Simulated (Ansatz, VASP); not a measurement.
**One calculation of ScAl3, two programs**

The input INCAR:

```
SYSTEM = ScAl3
PREC = Accurate
ENCUT = 600
EDIFF = 1E-6
ISMEAR = 0
SIGMA = 0.1
LREAL = .FALSE.
LASPH = .TRUE.
NELM = 60
ALGO = Normal
ISIF = 3
LWAVE = .FALSE.
LCHARG = .FALSE.
GGA = PE
IBRION = 2
NSW = 90
EDIFFG = -0.04
```

The input KPOINTS:

```
Automatic mesh
0
G
  6 6 6
  0 0 0
```

File POSCAR:

```
ScAl3
1.0
    0.0000000000      3.1466967000      3.1466967000
    3.1466967000      0.0000000000      3.1466967000
    3.1466967000      3.1466967000      0.0000000000
Sc Al
1 3
Direct
    0.0000000000      0.0000000000      0.0000000000
    0.5000000000      0.5000000000      0.5000000000
    0.2500000000      0.2500000000      0.2500000000
    0.7500000000      0.7500000000      0.7500000000
```

Input for Ansatz:

```yaml
crystal:
  lattice:
    - [0.0, 3.1466967, 3.1466967]
    - [3.1466967, 0.0, 3.1466967]
    - [3.1466967, 3.1466967, 0.0]
  atoms:
    - { symbol: Sc, position: [0.0, 0.0, 0.0] }
    - { symbol: Al, position: [0.5, 0.5, 0.5] }
    - { symbol: Al, position: [0.25, 0.25, 0.25] }
    - { symbol: Al, position: [0.75, 0.75, 0.75] }
basis:
  ecutwfc: 420
kpoints:
  mp_grid: { grid: [6, 6, 6] }
hamiltonian:
  xc: pbe
scf:
  occupations: { method: gaussian, width: 0.1 }
  lower_state_search: "off"
output:
  forces: true
  stress: true
  eigenvalues: true
relax:
  adjacent_minimum: "off"
  f_tol: 0.04
  max_steps: 70
  cell: { stress_tol: 0.4 }
```

Alike in both runs: task relaxation of cell and atoms; functional PBE; k mesh 6 × 6 × 6; occupations gaussian, width 0.1 eV; no spin polarisation.

|  | VASP | Ansatz |
| --- | --- | --- |
| version | VASP 6.6.1 | Ansatz 0.2.0 |
| potentials or method | VASP PAW PBE potentials, release 64 (Sc_sv, Al) | scalar-relativistic, plane waves, PAW |
| plane-wave cutoff (eV) | 600 | 420 |
| valence electrons in the cell | 20 | 20 |

|  | VASP | Ansatz | Ansatz less VASP |
| --- | --- | --- | --- |
| gap on the k mesh at the Fermi level, each at its own relaxed structure (eV) | none | none | - |
| relaxed volume (Å³/atom) | 18.01 | 17.97 | -0.036 |
| relaxed cell length with the largest relative difference (Å) | 4.670 | 4.667 | -0.0031 |
| energy change over the relaxation (meV/atom) | -93 | -92 | +1.2 |

A gap of «none» marks a metal or a gap that the smearing closes.

Caveats: the volume moved by over 15 % at a fixed basis, so the end points are rough (VASP).
